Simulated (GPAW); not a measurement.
# GaAs (F-43m): G0W0 with GPAW, start to end, part 2 of 2

Wanted: ground state, empty states, screening and self-energy for GaAs (F-43m).

GPAW 26.7.0; PBE and many-body steps on it, plane waves. Known limits of the many-body steps: not at the basis limit; no spin-orbit coupling; coarse k mesh.

So far. Step 3 (Bands along the symmetry lines): The gap is 0.587 eV, as in the run before at this level. Step 4 (Empty states on the mesh, 6×6×6 mesh, 681 bands): On this mesh the gap is 0.587 eV.

### Step 5. Screening and self-energy, 6×6×6 mesh, 312 bands, screening to 210 eV

Now the one-shot GW correction: screening in the RPA, then the self-energy of the levels asked for.

This step: G0W0 on PBE, plane waves, PAW.

The input, run.py:

```python
import json
import numpy as np
from gpaw.mpi import world
from gpaw.response.g0w0 import G0W0

gw = G0W0('full.gpw',
    filename='gw',
    kpts=[0],
    bands=(2, 6),
    ecut=210,
    nbands=312,
    integrate_gamma='WS',
    ppa=True)
gw.calculate()
res = {mode: {k: v for k, v in r.items() if k != 'sigma_eskwn'}
       for mode, r in gw.all_results.items()}

if world.rank == 0:
    with open('result.json', 'w') as f:
        json.dump(res, f, default=lambda x: x.tolist())
```

On the command line:

```bash
> mpirun -n 4 gpaw python run.py
```

Numbers of over 12 decimals in the logs are rounded to 6 here.

The log of the run:

```text
Using integrator: PointIntegrator
FrequencyGridDescriptor(from 0.000+0.000j to 0.000+27.211j eV, 2 points)
Nonperiodic BCs:  [False False False]
Using integrator: PointIntegrator
FrequencyGridDescriptor(from 0.000+0.000j to 0.000+27.211j eV, 2 points)
Nonperiodic BCs:  [False False False]
  ___  _ _ _
 |   || | | |
 | | || | | |
 |__ ||_____|
 |___|

BZ k-points: Symmetries present (total): 24

  [... matrices ...]
216 k-points: 6 x 6 x 6 Monkhorst-Pack grid + [1/12,1/12,1/12]
16 k-points in the irreducible part of the Brillouin zone
       k-points in crystal coordinates                weights
   0:     0.00000000    0.00000000    0.00000000          1/216
   1:     0.16666667    0.16666667    0.00000000          6/216
   2:     0.16666667    0.16666667    0.16666667          8/216
   3:     0.33333333    0.16666667    0.16666667         12/216
   4:     0.33333333    0.33333333   -0.33333333         12/216
   5:     0.33333333    0.33333333    0.00000000          6/216
   6:     0.33333333    0.33333333    0.16666667         24/216
   7:     0.33333333    0.33333333    0.33333333          8/216
   8:     0.50000000    0.33333333   -0.33333333         24/216
   9:     0.50000000    0.33333333   -0.16666667         12/216
          ...
  15:     0.50000000    0.50000000    0.50000000          4/216

Distributing spins, k-points and bands (1 x 1 x 4) over 4 processes
Number of blocks: 1

Quasi particle states:
k-points (IBZ indices): [0]
Band range: (2, 6)
  [... matrices ...]
Computational parameters:
Plane wave cut-off: 210 eV
Number of bands: 312
Coulomb cutoff: None
Broadening: 0.1 eV

fxc modes: GW
Kernel: RPA
Using Godby-Needs plasmon-pole approximation:
  Fitting energy: i*E0, E0 = 1.000 Hartree
Summing all q:

Calculating screened Coulomb potential
No Coulomb truncation
FrequencyGridDescriptor(from 0.000+0.000j to 0.000+27.211j eV, 2 points)
Removing empty qpoint cache files...

Calculating chi0 body with:
    Ground state adapter containing:
    Number of spins: 1
    Number of kpoints: 216
    Number of irreducible kpoints: 16
    Number of completely occupied states: 4
    Number of partially occupied states: 4
    Occupied states memory: 0.48828125 M / cpu

    Linear response parametrization:
    q_c: [1.3877787807814457e-17, 1.3877787807814457e-17, 1.3877787807814457e-17]
    Number of frequency points: 2
    Planewave cutoff: 210.0
    Number of bands: 312
    Number of planewaves: 331
    Broadening (eta): 1e-06
    comm.size: 4
    kncomm.size: 4
    blockcomm.size: 1

    Memory estimate of potentially large arrays:
        chi0_wGG: 3.343536 M / cpu
Integrating chi0 body.

Symmetries of q_c:
    Direct symmetries (Uq -> q): 24
    Indirect symmetries (TUq -> q): 24
In total 48 allowed symmetries.

  [... matrices ...]
16 groups of equivalent kpoints. 92.592593% reduction.

Integral kind: response function
Integrating chi0 head and wings.

Symmetries of q_c:
    Direct symmetries (Uq -> q): 24
    Indirect symmetries (TUq -> q): 24
In total 48 allowed symmetries.

  [... matrices ...]
16 groups of equivalent kpoints. 92.592593% reduction.

Integral kind: response function wings

Calculating chi0 body with:
    Ground state adapter containing:
    Number of spins: 1
    Number of kpoints: 216
    Number of irreducible kpoints: 16
    Number of completely occupied states: 4
    Number of partially occupied states: 4
[... the further q-points ...]

Results:
f:      Occupation numbers
eps:     KS-eigenvalues [eV]
vxc:     KS vxc [eV]
exx:     Exact exchange [eV]
sigma:   Self-energies [eV]
dsigma:  Self-energy derivatives
Z:       Renormalization factors
qp:      QP-energies [eV]

k-point 0 (0): (0.000, 0.000, 0.000)                GW
band       f     eps     vxc     exx   sigma  dsigma       Z      qp
                                                                   GW
   2   1.000   4.921 -14.823 -16.231   0.720  -0.277   0.783   4.383
   3   1.000   4.921 -14.823 -16.231   0.720  -0.277   0.783   4.383
   4   0.000   5.508 -15.968 -12.075  -3.142  -0.261   0.793   6.103
   5   0.000   8.695 -12.103  -7.793  -4.089  -0.270   0.787   8.869
```

It took 3.9 min on 4 MPI ranks of Arm Neoverse V2, shared host; peak memory 1.3 GiB; 16 min of CPU time.

Numbers from this step:

```
G0W0 gap on the points computed              : 1.721 eV
least direct G0W0 gap on the computed points : 1.721 eV
Z at the valence top                         : 0.7830
Z at the conduction bottom                   : 0.7927
starting gap on the mesh                     : 0.5868 eV
k of the valence top                         : 0, 0, 0
k of the conduction bottom                   : 0, 0, 0
```

The gap on the mesh goes from 0.59 eV to 1.72 eV, a correction of +1.13 eV.

Limits: finite bands, cutoff and mesh; no spin-orbit coupling; coarse k mesh. v1 is the top filled band, c1 the lowest empty one. Levels before and after the correction, in eV, zero at the valence-band top of each column:

|  | conduction bottom | valence top |
| --- | --- | --- |
| Kohn-Sham | 0.59 | 0.00 |
| G0W0 | 1.72 | 0.00 |

|  | level | energy (eV) |
| --- | --- | --- |
| Kohn-Sham | Γ v2-v1 | 0.000 |
| Kohn-Sham | Γ c1 | 0.587 |
| Kohn-Sham | Γ c2 | 3.774 |
| G0W0 | Γ v2-v1 | 0.000 |
| G0W0 | Γ c1 | 1.721 |
| G0W0 | Γ c2 | 4.487 |

### Step 6. Where the time went

Times are wall times on 4 MPI ranks of Arm Neoverse V2, shared host, good to a factor of about two.

| step | time | share | memory (GiB) |
| --- | --- | --- | --- |
| ground state | 3.2 s | 1 % | 0.58 |
| bands along the symmetry lines | 3.2 s | 1 % | 0.61 |
| empty states on the mesh | 7.6 s | 3 % | 1 |
| screening and self-energy | 3.9 min | 94 % | 1.3 |

### Step 7. Results

```json
{
 "PBE gap": "0.59 eV, direct",
 "G0W0 gap on the mesh": "1.72 eV",
 "GW settings": "6×6×6 mesh, 312 bands, screening to 210 eV, Godby-Needs plasmon pole",
 "known limits": "not at the basis limit; no spin-orbit coupling; coarse k mesh"
}
```

G0W0 moves the gap on the mesh from 0.59 eV to 1.72 eV (+1.13 eV), with Z of 0.78 and 0.79 at the edges. Only 1 of the mesh's irreducible points was corrected, so a valley elsewhere could overtake. The dearest step here is «screening and self-energy». Against experiment, by G0W0@PBE: the direct gap of 1.72 eV lies +0.21 eV from the measured 1.51 eV (exciton, 77 K, 2020); the direct gap of 1.72 eV lies +0.31 eV from the measured 1.412 ± 0.01 eV (direct, 300 K, 2008); the direct gap of 1.72 eV lies +0.30 eV from the measured 1.42 eV (exciton, 300 K, 2014); the direct gap of 1.72 eV lies +0.30 eV from the measured 1.418 ± 0.005 eV (direct, 300 K, 2008). An exciton line or allowed optical edge lies below the quasiparticle gap by the binding energy; a forbidden edge can push the onset above it. The calculation has static nuclei and no excitons; a measured gap holds zero-point and thermal motion, which mostly lowers it. Bands and cutoff are finite, so the gap is not at the basis limit. The miss can reach some tenths of an eV and take either sign; the mesh is an error of its own. These stock PAW sets were not made for GW; the filled d or f shell of As and Ga lies in the frozen core, which bears on start and correction. In the G0W0 run levels were corrected at 1 k point alone, so a gap called «on the mesh» is the least over those, and an edge elsewhere would be missed. The 6×6×6 mesh is coarse for this cell, which bears on the long-range parts of exchange and screening. The many-body steps are scalar-relativistic: spin-orbit coupling is not in them.

[Paths, hosts, dates, memory and timing lines, banners, echoed tables and standing remarks are left out of the program output.]

[Logs are printed without paths, hosts, clocks, repeated set-up lines and the standing remarks that a program may print on its own settings, such as how far it seeks lower states.]

[Runs of the session that timed out or met a known fault of the program may be left out.]

[Hosts, paths, dates, database ids (printed as entryN), source tags and the programs' standing remarks are cut or masked in the printed files.]
